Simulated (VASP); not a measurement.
# A single sheet of SrHBrO in VASP

Wanted: how a single sheet of SrHBrO relaxes, and what it costs to take an electron out.

Calculated with VASP 6.6.1; PBE with D3(BJ); plane waves and PAW (Br, Sr_sv, H, O).

## 1. The structure

The cell holds 8 atoms: 2 Br, 2 Sr, 2 H and 2 O. Cell: a = 5.951 Å, b = 5.951 Å, c = 19.650 Å, α = 90.0°, β = 90.0°, γ = 42.8°. It derives from SrHBrO. 1 sheet cut from a layered arrangement of the crystal. Vacuum lies along c.

Coordinates:

```xyz
8
Lattice="5.9506 0.0000 0.0000 4.3689 4.0400 0.0000 0.0000 0.0000 19.6503" Properties=species:S:1:pos:R:3
Br    4.6611    1.8248   12.1503
Br    3.6581    1.4321    7.5000
Sr    1.6651    0.6519   11.4185
Sr    6.6541    2.6050    8.2318
H     8.5030    3.3288   10.6722
H    10.1357    3.9681    8.9781
O     7.6104    2.9794   10.5085
O     0.7088    0.2775    9.1418
```

## 2. Surface relaxation

All atoms relax at the fixed cell.

Input file INCAR:

```
SYSTEM = SrHBrO
PREC = Normal
ENCUT = 400
EDIFF = 1E-05
NELM = 120
ISMEAR = 0
SIGMA = 0.05
LREAL = .FALSE.
ALGO = Fast
GGA = PE
IVDW = 12
NBANDS = 32
LORBIT = 11
LWAVE = .FALSE.
LCHARG = .FALSE.
KPAR = 4
IBRION = 2
NSW = 40
ISIF = 2
EDIFFG = -0.03
POTIM = 0.4
MAXMIX = 40
IDIPOL = 3
LDIPOL = .TRUE.
DIPOL = 0.5 0.5 0.5
```

Input file POSCAR:

```
SrHBrO
1.0
    5.9505773880      0.0000000000      0.0000000000
    4.3689443940      4.0400118980      0.0000000000
    0.0000000000      0.0000000000     19.6503130456
Br Sr H O
2 2 2 2
Direct
    0.4516768450      0.4516768450      0.6183266910
    0.3544821180      0.3544821180      0.3816733090
    0.1613556330      0.1613556330      0.5810871630
    0.6448033300      0.6448033300      0.4189128370
    0.8239684070      0.8239684070      0.5431055900
    0.9821905560      0.9821905560      0.4568944100
    0.7374740370      0.7374740370      0.5347771590
    0.0686849260      0.0686849260      0.4652228410
```

Input file KPOINTS:

```
Automatic mesh
0
Gamma
6 6 1
0 0 0
```

The projector-augmented-wave data sets are Br, Sr_sv, H and O (PBE family, release 64).

Launch:

```
> mpirun -np 4 vasp_std
```

The program printed:

```text
[banner, memory and clock lines left out]
running    4 mpi-ranks, on    1 nodes
[...]
LDA part: xc-table for (Slater+PW92), standard interpolation
 POSCAR, INCAR and KPOINTS ok, starting setup
[...]
entering main loop
       N       E                     dE             d eps       ncg     rms          rms(c)
DAV:   1     0.378469214934E+03    0.37847E+03   -0.17365E+04   952   0.943E+02
DAV:   2     0.156494910903E+02   -0.36282E+03   -0.35088E+03  1152   0.252E+02
DAV:   3    -0.423360260452E+02   -0.57986E+02   -0.57741E+02  1248   0.976E+01
DAV:   4    -0.441519246152E+02   -0.18159E+01   -0.18109E+01  1024   0.195E+01
[...]
RMM:  21    -0.387628684919E+02   -0.54353E-04   -0.55217E-05   857   0.261E-02    0.209E-03
RMM:  22    -0.387628924044E+02   -0.23912E-04   -0.30857E-05   735   0.197E-02    0.156E-03
RMM:  23    -0.387628959873E+02   -0.35829E-05   -0.17798E-05   604   0.154E-02
   1 F= -.39626957E+02 E0= -.39626957E+02  d E =-.396270E+02
[... from here on, the cycles between the ionic steps are left out ...]
   2 F= -.39627724E+02 E0= -.39627724E+02  d E =-.767179E-03
   4 F= -.39645194E+02 E0= -.39645194E+02  d E =-.115900E-01
   7 F= -.39652729E+02 E0= -.39652729E+02  d E =-.191246E-01
  10 F= -.39657059E+02 E0= -.39657059E+02  d E =-.428263E-02
  13 F= -.39658351E+02 E0= -.39658351E+02  d E =-.461100E-03
  16 F= -.39659008E+02 E0= -.39659008E+02  d E =-.633782E-04
  19 F= -.39659597E+02 E0= -.39659597E+02  d E =-.652817E-03
  22 F= -.39659912E+02 E0= -.39659912E+02  d E =-.163303E-03
  25 F= -.39659984E+02 E0= -.39659984E+02  d E =-.235306E-03
  28 F= -.39660074E+02 E0= -.39660074E+02  d E =-.887438E-04
  31 F= -.39660625E+02 E0= -.39660625E+02  d E =-.640377E-03
  34 F= -.39660662E+02 E0= -.39660662E+02  d E =-.676946E-03
  37 F= -.39660912E+02 E0= -.39660912E+02  d E =-.249850E-03
  39 F= -.39661262E+02 E0= -.39661262E+02  d E =-.599912E-03
  40 F= -.39661244E+02 E0= -.39661244E+02  d E =-.582711E-03
[...]
opt :   0.6385  next Energy=   -39.661267 (dE=-0.606E-03)
```

It took 9.3 min on 4 MPI ranks of Intel Xeon Platinum 8488C (Sapphire Rapids), shared host; peak memory 1.7 GiB.

Lines that name or quote the potential files are left out of all logs, and their timing lines are given in words.

OUTCAR, selected parts (step 2):

```text
 Edisp (eV)   -0.86490

 dipolmoment           0.000000      0.000000     -0.000003 electrons x Angstroem

 k-point     1 :       0.0000    0.0000    0.0000
  band No.  band energies     occupation
    ...
     20      -4.8596      2.00000
     21      -4.7406      2.00000
     22      -4.4366      2.00000
     23      -4.3193      2.00000
     24      -4.1250      2.00000
     25      -0.0219      0.00000
     26       0.7193      0.00000
     27       1.8406      0.00000
     28       2.1552      0.00000
     29       2.2440      0.00000
    ...

 Edisp (eV)   -0.86487

  Total      -4.18743    -3.23843    -1.48857    -0.43878    -0.05844    -0.14927
  in kB     -14.20192   -10.98333    -5.04857    -1.48813    -0.19820    -0.50626
  external pressure =      -10.08 kB  Pullay stress =        0.00 kB

 POSITION                                       TOTAL-FORCE (eV/Angst)
 -----------------------------------------------------------------------------------
      4.67560      1.83046     12.15035        -0.037095     -0.014523      0.010519
      3.64358      1.42643      7.49996         0.037095      0.014523     -0.010519
      1.59404      0.62405     11.38869         0.006871      0.002690     -0.027864
      6.72513      2.63284      8.26162        -0.006871     -0.002690      0.027864
      8.47345      3.31729     10.66802         0.018766      0.007347      0.027408
     10.16524      3.97961      8.98229        -0.018766     -0.007347     -0.027408
      7.57302      2.96478     10.53672        -0.046259     -0.018110      0.017006
      0.74616      0.29211      9.11359         0.046259      0.018110     -0.017006
 -----------------------------------------------------------------------------------
    total drift:                                0.000144      0.000056     -0.000042

  FREE ENERGIE OF THE ION-ELECTRON SYSTEM (eV)
  ---------------------------------------------------
  free  energy   TOTEN  =       -39.6612444697 eV

  energy  without entropy=      -39.6612444697  energy(sigma->0) =      -39.66124447

 vacuum level on the upper side and lower side of the slab         1.846         1.846

[... 19 further parts left out ...]
[key lines of the parts left out:]
E-fermi :  -3.8699
```

The steps of the relaxation (22 of 40):

```csv
step,energy less that of the first step (eV),largest force (eV/Å)
1,0.0000,0.3924
3,-0.0066,0.3340
5,-0.0255,0.1460
7,-0.0258,0.1145
8,-0.0258,0.1215
10,-0.0301,0.1292
12,-0.0309,0.2276
14,-0.0320,0.0467
16,-0.0321,0.0414
18,-0.0324,0.0340
20,-0.0328,0.1123
21,-0.0328,0.1009
23,-0.0330,0.0428
25,-0.0330,0.0453
27,-0.0331,0.0424
29,-0.0332,0.0407
31,-0.0337,0.1019
33,-0.0337,0.1461
34,-0.0337,0.1275
36,-0.0338,0.1164
38,-0.0342,0.0675
40,-0.0343,0.0525
```

The atoms that moved most (Å):

```csv
atom,dx,dy,dz,length
Sr4,0.071,0.028,0.030,0.082
Sr3,-0.071,-0.028,-0.030,0.082
O7,-0.037,-0.015,0.028,0.049
O8,0.037,0.015,-0.028,0.049
H5,-0.030,-0.012,-0.004,0.032
H6,0.030,0.012,0.004,0.032
Br1,0.015,0.006,0.000,0.016
Br2,-0.015,-0.006,0.000,0.016
```

Final coordinates:

```cif
data_structure
_symmetry_space_group_name_H-M 'P 1'
_symmetry_Int_Tables_number 1
_cell_length_a 5.9506
_cell_length_b 5.9506
_cell_length_c 19.6503
_cell_angle_alpha 90.000
_cell_angle_beta 90.000
_cell_angle_gamma 42.760
_cell_volume 472.40
loop_
_atom_site_label
_atom_site_type_symbol
_atom_site_fract_x
_atom_site_fract_y
_atom_site_fract_z
_atom_site_occupancy
Br1 Br 0.45308 0.45308 0.61833 1
Br2 Br 0.35308 0.35308 0.38167 1
Sr3 Sr 0.15447 0.15447 0.57957 1
Sr4 Sr 0.65169 0.65169 0.42043 1
H5 H 0.82111 0.82111 0.54289 1
H6 H 0.98505 0.98505 0.45711 1
O7 O 0.73385 0.73385 0.53621 1
O8 O 0.07231 0.07231 0.46379 1
```

The run used up its steps with a largest force of 0.05 eV/Å at its last finished step, so it is continued.

## 3. Going on with the relaxation

The relaxation goes on from where it stopped.

Changes to INCAR since step 2:

```diff
@@ -16,3 +16,3 @@
 KPAR = 4
-IBRION = 2
+IBRION = 1
 NSW = 40
@@ -20,3 +20,3 @@
 EDIFFG = -0.03
-POTIM = 0.4
+POTIM = 0.3
 MAXMIX = 40
```

Input file POSCAR:

```
SrHBrO
1.0
    5.9505773880      0.0000000000      0.0000000000
    4.3689443940      4.0400118980      0.0000000000
    0.0000000000      0.0000000000     19.6503130456
Br Sr H O
2 2 2 2
Direct
    0.4530826439      0.4530826439      0.6183284855
    0.3530763191      0.3530763191      0.3816715145
    0.1544684337      0.1544684337      0.5795678698
    0.6516905293      0.6516905293      0.4204321302
    0.8211092141      0.8211092141      0.5428932408
    0.9850497489      0.9850497489      0.4571067592
    0.7338535701      0.7338535701      0.5362112426
    0.0723053929      0.0723053929      0.4637887574
```

KPOINTS is that of step 2.

Launch:

```
> mpirun -np 4 vasp_std
```

The program printed:

```text
[... set-up lines as in an earlier step ...]
 entering main loop
       N       E                     dE             d eps       ncg     rms          rms(c)
DAV:   1     0.377729835896E+03    0.37773E+03   -0.17399E+04   960   0.943E+02
DAV:   2     0.155672261707E+02   -0.36216E+03   -0.35033E+03  1168   0.252E+02
DAV:   3    -0.423845514575E+02   -0.57952E+02   -0.57709E+02  1248   0.974E+01
DAV:   4    -0.441914923575E+02   -0.18069E+01   -0.18022E+01  1008   0.195E+01
DAV:   5    -0.443210715150E+02   -0.12958E+00   -0.12956E+00  1440   0.372E+00    0.231E+01
RMM:   6    -0.389227306738E+02    0.53983E+01   -0.20391E+01   832   0.163E+01    0.153E+01
RMM:   7    -0.388563237969E+02    0.66407E-01   -0.36866E+00   930   0.616E+00    0.101E+01
RMM:   8    -0.387699433818E+02    0.86380E-01   -0.77681E-01   905   0.437E+00    0.208E+00
RMM:   9    -0.387855520665E+02   -0.15609E-01   -0.27297E-01  1202   0.169E+00    0.750E-01
RMM:  10    -0.387908122403E+02   -0.52602E-02   -0.63571E-02  1163   0.977E-01    0.494E-01
RMM:  11    -0.387911712806E+02   -0.35904E-03   -0.30517E-02  1233   0.600E-01    0.254E-01
RMM:  12    -0.387923576792E+02   -0.11864E-02   -0.14928E-02  1318   0.371E-01    0.133E-01
RMM:  13    -0.387938910680E+02   -0.15334E-02   -0.87378E-03  1268   0.323E-01    0.874E-02
RMM:  14    -0.387946392006E+02   -0.74813E-03   -0.38078E-03  1283   0.226E-01    0.462E-02
RMM:  15    -0.387954753378E+02   -0.83614E-03   -0.20716E-03  1303   0.154E-01    0.328E-02
RMM:  16    -0.387958251012E+02   -0.34976E-03   -0.11123E-03  1273   0.126E-01    0.272E-02
RMM:  17    -0.387960020172E+02   -0.17692E-03   -0.61662E-04  1250   0.914E-02    0.213E-02
RMM:  18    -0.387960917137E+02   -0.89696E-04   -0.32319E-04  1150   0.624E-02    0.823E-03
WARNING in EDDRMM: call to ZHEGV failed, returncode =   6  3     13
RMM:  19    -0.387962080342E+02   -0.11632E-03   -0.17931E-04  1049   0.473E-02    0.944E-03
RMM:  20    -0.387963049404E+02   -0.96906E-04   -0.10429E-04  1021   0.369E-02    0.204E-03
RMM:  21    -0.387963540339E+02   -0.49094E-04   -0.56151E-05   846   0.269E-02    0.254E-03
RMM:  22    -0.387963722445E+02   -0.18211E-04   -0.31555E-05   726   0.205E-02    0.211E-03
RMM:  23    -0.387963735989E+02   -0.13545E-05   -0.19341E-05   634   0.163E-02
   1 F= -.39661246E+02 E0= -.39661246E+02  d E =-.396612E+02
 BRION: g(F)=  0.385E-03 g(S)=  0.000E+00
 bond charge predicted
       N       E                     dE             d eps       ncg     rms          rms(c)
DAV:   1    -0.387964370455E+02   -0.64801E-04   -0.35800E-02   904   0.104E+00    0.772E-02
RMM:   2    -0.387965279329E+02   -0.90887E-04   -0.12360E-03   851   0.178E-01    0.500E-02
RMM:   3    -0.387965219634E+02    0.59695E-05   -0.17882E-04   869   0.637E-02    0.257E-02
RMM:   4    -0.387965307507E+02   -0.87873E-05   -0.30109E-05   674   0.250E-02
   2 F= -.39661433E+02 E0= -.39661433E+02  d E =-.187757E-03
[...]
3 F= -.39661568E+02 E0= -.39661568E+02  d E =-.134457E-03
[...]
4 F= -.39661747E+02 E0= -.39661747E+02  d E =-.179501E-03
 BRION: g(F)=  0.134E-03 g(S)=  0.000E+00 retain N=  2 mean eig= 0.77
 eig:   0.774  0.774
 bond charge predicted
       N       E                     dE             d eps       ncg     rms          rms(c)
DAV:   1    -0.387969912359E+02   -0.17156E-03   -0.14407E-01   992   0.197E+00    0.140E-01
RMM:   2    -0.387973217576E+02   -0.33052E-03   -0.38218E-03   835   0.322E-01    0.707E-02
RMM:   3    -0.387973752561E+02   -0.53498E-04   -0.43057E-04   961   0.101E-01    0.585E-02
RMM:   4    -0.387973877159E+02   -0.12460E-04   -0.74015E-05   804   0.344E-02    0.578E-02
RMM:   5    -0.387973938837E+02   -0.61678E-05   -0.17604E-05   578   0.172E-02
   5 F= -.39662300E+02 E0= -.39662300E+02  d E =-.552873E-03
 BRION: g(F)=  0.103E-03 g(S)=  0.000E+00 retain N=  2 mean eig= 3.06
 eig:   3.061  3.061
 reached required accuracy - stopping structural energy minimisation
```

It took 75 s on 4 MPI ranks; peak memory 1.6 GiB; 4.9 min of CPU time.

From OUTCAR (step 3):

```text
 Found     13 irreducible k-points:

   NELECT =      48.0000    total number of electrons

 Edisp (eV)   -0.86492

 dipolmoment           0.000000      0.000000     -0.000002 electrons x Angstroem

 E-fermi :  -3.8800

 k-point     1 :       0.0000    0.0000    0.0000
  band No.  band energies     occupation
    ...
     20      -4.8642      2.00000
     21      -4.7461      2.00000
     22      -4.4432      2.00000
     23      -4.3183      2.00000
     24      -4.1305      2.00000
     25      -0.0283      0.00000
     26       0.7139      0.00000
     27       1.8054      0.00000
     28       2.1497      0.00000
     29       2.2299      0.00000
    ...

 k-point     2 :       0.1667    0.0000    0.0000
  band No.  band energies     occupation
    ...
     20      -4.8214      2.00000
     21      -4.6884      2.00000
     22      -4.5549      2.00000
     23      -4.3956      2.00000
     24      -4.3729      2.00000
     25       0.4263      0.00000
     26       0.9990      0.00000
     27       1.9860      0.00000
     28       2.2332      0.00000
     29       2.3777      0.00000
    ...

 Edisp (eV)   -0.86491

  Total      -4.20315    -3.16292    -1.42084    -0.48096    -0.05920    -0.15121
  in kB     -14.25524   -10.72723    -4.81886    -1.63120    -0.20077    -0.51284
  external pressure =       -9.93 kB  Pullay stress =        0.00 kB

 POSITION                                       TOTAL-FORCE (eV/Angst)
 -----------------------------------------------------------------------------------
      4.66929      1.82799     12.15161        -0.025454     -0.009965     -0.000051
      3.64989      1.42890      7.49871         0.025454      0.009965      0.000051
      1.59526      0.62453     11.38548        -0.004597     -0.001800      0.001037
      6.72391      2.63236      8.26483         0.004597      0.001800     -0.001037
      8.47131      3.31645     10.67274        -0.003511     -0.001375      0.024027
     10.16739      3.98045      8.97758         0.003511      0.001375     -0.024027
      7.57054      2.96381     10.54019        -0.016055     -0.006286      0.010489
      0.74864      0.29309      9.11012         0.016055      0.006286     -0.010489
 -----------------------------------------------------------------------------------
    total drift:                                0.000173      0.000068     -0.000070

  FREE ENERGIE OF THE ION-ELECTRON SYSTEM (eV)
  ---------------------------------------------------
  free  energy   TOTEN  =       -39.6623000990 eV

  energy  without entropy=      -39.6623000990  energy(sigma->0) =      -39.66230010

 reached required accuracy - stopping structural energy minimisation

 vacuum level on the upper side and lower side of the slab         2.038         2.037

 total charge
# of ion       s       p       d       tot
------------------------------------------
    1        1.600   3.283   0.002   4.885
    2        1.600   3.283   0.002   4.885
    3        2.004   5.771   0.193   7.968
    4        2.004   5.771   0.193   7.968
    5        0.617   0.116   0.000   0.733
    6        0.617   0.116   0.000   0.733
    7        1.580   3.578   0.000   5.158
    8        1.580   3.578   0.000   5.158
--------------------------------------------------
tot         11.603  25.496   0.389  37.489

[... 8 parts as in an earlier step ...]

[... 6 further parts left out ...]
```

CONTCAR:

```
SrHBrO
   1.00000000000000
     5.9505773880000001    0.0000000000000000    0.0000000000000000
     4.3689443939999997    4.0400118980000004    0.0000000000000000
     0.0000000000000000    0.0000000000000000   19.6503130456000008
  Br              Sr              H               O
     2     2     2     2
Direct
     0.4524714482286411    0.4524714482286411    0.6183925672726611
     0.3536875147713532    0.3536875147713532    0.3816074327273383
     0.1545868283826352    0.1545868283826352    0.5794045954385065
     0.6515721346173660    0.6515721346173660    0.4205954045614932
     0.8209011016780491    0.8209011016780491    0.5431331239159608
     0.9852578613219524    0.9852578613219524    0.4568668760840393
     0.7336129907941894    0.7336129907941894    0.5363881284241077
     0.0725459722058123    0.0725459722058123    0.4636118715758922
```

The gap is read on the k-mesh alone, so it is an upper bound where the band edges lie off the mesh. The run keeps the 4 symmetry operations of its start, so it cannot find a distortion of lower symmetry.

Step by step:

```csv
step,energy less that of the first step (eV),largest force (eV/Å)
1,0.0000,0.0517
2,-0.0002,0.0732
3,-0.0003,0.0378
4,-0.0005,0.0320
5,-0.0011,0.0273
```

The relaxed structure:

```xyz
8
Lattice="5.9506 0.0000 0.0000 4.3689 4.0400 0.0000 0.0000 0.0000 19.6503" Properties=species:S:1:pos:R:3
Br    4.6693    1.8280   12.1516
Br    3.6499    1.4289    7.4987
Sr    1.5953    0.6245   11.3855
Sr    6.7239    2.6324    8.2648
H     8.4713    3.3165   10.6727
H    10.1674    3.9805    8.9776
O     7.5705    2.9638   10.5402
O     0.7486    0.2931    9.1101
```

Numbers from this step:

```yaml
electronic_cycles: 39
electrons: 48
free_energy_toten: -39.66 eV
fermi_energy: -3.88 eV
labelled_metallic_from_the_levels_on_this_mesh: no
dipole_moment: 0, 0, -2.00e-6 e·Å
gap_on_the_k_mesh: 4.102 eV
least_direct_gap_on_the_k_mesh: 4.102 eV
```

The run ended after 5 ionic steps, 0.001 eV below its first step, once the forces on the free atoms met EDIFFG = -0.03.

Only the dipole across the slab is computed (IDIPOL = 3); zeros along the plane are no results.

(Continued in part 2 of 3.)

[Lines on the potential files, build, host, timing and source positions are cut from VASP's logs without a mark.]

[Logs are printed without paths, hosts, clocks, repeated set-up lines and the standing remarks that a program may print on its own settings, such as how far it seeks lower states.]

[Hosts, paths, dates, database ids (printed as entryN), source tags and the programs' standing remarks are cut or masked in the printed files.]

[In band tables of VASP the shares of atoms and orbitals are scaled to a sum of 1 inside the atoms' spheres.]

[Runs that stopped without an error message from VASP are left out.]
